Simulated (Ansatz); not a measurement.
MgS in the zincblende structure, relaxed with r2SCAN in Ansatz 0.2.0: the symmetry is F-43m (No. 216, cubic); a = 5.662 Å in the conventional setting, 22.69 Å³ an atom. Mg is surrounded by 4 S at 2.45 Å; S is surrounded by 4 Mg at 2.45 Å. It was then strained (epitaxial in the plane normal to [111]), atoms relaxed again within the symmetry left. Unstrained, HSE06 gives 4.528 eV (Γ, 6×6×6 mesh), and the band edges keep their places in every row. The normal direction was relaxed to zero stress. Only one sign of strain is shown, since it lowers the symmetry, and equivalent edge states can then move with another slope on the other side. Stress is positive in compression. The calculation is spin-unpolarised, and the structure need not be a phase that has been made.

Axes as in this cell:
```
Mg S
1.0
     0.00000    2.83088    2.83088
     2.83088    0.00000    2.83088
     2.83088    2.83088    0.00000
Mg S
1 1
Direct
  0.00000 0.00000 0.00000
  0.25000 0.25000 0.25000
```

```
strain (%)        ε  ΔE_g, HSE06 (eV)  Δin-plane stress (σ_xx − σ_xy), r2SCAN (GPa)
      +0.5  +0.0050            -0.069                                         -0.56
      +1.0  +0.0100            -0.137                                         -1.11
      +2.0  +0.0200            -0.275                                         -2.19
     +2.54  +0.0254            -0.352                                         -2.70
      +3.0  +0.0300            -0.415                                         -3.16
      +4.0  +0.0400            -0.551                                         -4.11
```

(1) Fit ΔE_g = a x + b x² to these rows by least squares, with x = ε.

(2) Fit the change of in-plane stress (σ_xx − σ_xy) in the same way.

(3) Predict the withheld row at +1.5 % (x = +0.0150).

Answers

(1) The normal equations take Σx² = 3.670e-03, Σx³ = 1.165e-04, Σx⁴ = 3.957e-06, ΣxΔE = -5.065e-02 and Σx²ΔE = -1.608e-03, and give a = -13.82 eV, b = +0.7 eV; the largest residual is 0.001 eV.

(2) Δin-plane stress (σ_xx − σ_xy) = -114.2 x + (288) x² GPa. The slope, 114 GPa, is the biaxial modulus of the film.

(3) ΔE_g ≈ -13.82 × (+0.0150) + (0.7) × (+0.0150)² = -0.207 eV, and Δin-plane stress (σ_xx − σ_xy) ≈ -1.65 GPa. The runs give -0.207 eV and -1.62 GPa, off by 0.000 eV and +0.03 GPa.
